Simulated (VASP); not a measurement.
Crystal: Al2Cu.

```
CELL_PARAMETERS angstrom
4.10518 0.00000 0.00000
0.00000 4.10518 0.00000
0.00000 0.00000 2.89131
ATOMIC_POSITIONS crystal
Al 0.50000 0.00000 0.50000
Al 0.00000 0.50000 0.50000
Cu 0.00000 0.00000 0.00000
```

The cell comes from a database or a generator and needn't be the stable form of this composition.

| Quantity | Value |
| --- | --- |
| Program | VASP 6.6.1 |
| Task | relaxation of cell and atoms |
| Functional | r2SCAN |
| Dispersion | rVV10 |
| Potentials or basis | VASP PAW PBE potentials, release 64 (Al, Cu) |
| Cutoff | 600 eV |
| k mesh | 10 × 10 × 14 |
| Occupations | gaussian, width 0.1 eV |
| Spin | no spin polarisation |

At the start: pressure -2.8 GPa; volume 16.24 Å³/atom.

**Question.** How do energy, volume and symmetry change on relaxing?

**Answer.** Over 9 steps the energy falls by 4.4 meV/atom and the volume is 15.79 Å³/atom (-2.8 %); space group P4/mmm (No. 123, to 0.05 Å).

Step by step:
| step | energy change (eV) | largest force (eV/Å) | pressure (GPa) | volume (Å³) |
| --- | --- | --- | --- | --- |
| 1 | 0.0000 | 0.0000 | -2.76 | 48.73 |
| 2 | -0.0105 | 0.0000 | 1.33 | 46.78 |
| 3 | -0.0127 | 0.0000 | 0.07 | 47.33 |
| 4 | -0.0127 | 0.0000 | 0.02 | 47.36 |
| 5 | -0.0130 | 0.0000 | -0.02 | 47.37 |
| 6 | -0.0131 | 0.0000 | -0.06 | 47.39 |
| 7 | -0.0131 | 0.0000 | -0.05 | 47.39 |
| 8 | -0.0131 | 0.0000 | 0.07 | 47.34 |
| 9 | -0.0131 | 0.0000 | 0.01 | 47.36 |

Final structure:
```
Al Cu
1.0
     4.07987    0.00000    0.00000
     0.00000    4.07987    0.00000
     0.00000    0.00000    2.84511
Al Cu
2 1
Direct
  0.50000 0.00000 0.50000
  0.00000 0.50000 0.50000
  0.00000 0.00000 0.00000
```

Caveat: the PAW data sets were made with another functional, which shifts forces and pressure a little.
